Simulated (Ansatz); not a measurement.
**ZrC under changes of volume**

One of the cells (13.228 Å³/atom); the others are scaled copies at fixed shape and fractional positions:

```
Zr C
1.0
     0.00000    2.36500    2.36500
     2.36500    0.00000    2.36500
     2.36500    2.36500    0.00000
Zr C
1 1
Direct
  0.50000 0.50000 0.50000
  0.00000 0.00000 0.00000
```

* Program: Ansatz 0.2.0
* Functional: PBE
* Potentials or basis: SPMS NC
* Cutoff: 1034 eV (not typed: the program's choice for these potentials)
* k mesh: 10 × 10 × 10
* Occupations: fermi-dirac, width 0.05 eV
* Spin: no spin polarisation

```tsv
volume (Å³/atom)	energy over the lowest point (meV/atom)	pressure (GPa)
12.434	?	?
12.699	7.52	7.1
12.963	0.00	2.1
13.228	0.22	-2.3
13.493	7.44	-6.3
13.757	20.97	-10.0
14.022	40.21	-13.3
```

**Question.** What does the run at 12.434 Å³/atom give?

**Answer.** Energy over the lowest point 23.64 meV/atom; pressure 12.5 GPa.

Worked out: A Birch-Murnaghan fit of order 3 (a polynomial in V^(-2/3)) to the other rows has its minimum at 13.09 Å³/atom with B0 = V·E''(V) = 221 GPa and B' = 4.1. It gives 23.70 meV/atom at 12.434 Å³/atom, against the run's 23.64, and -dE/dV = 12.6 GPa, against 12.5.

Energies are extrapolated to zero smearing.
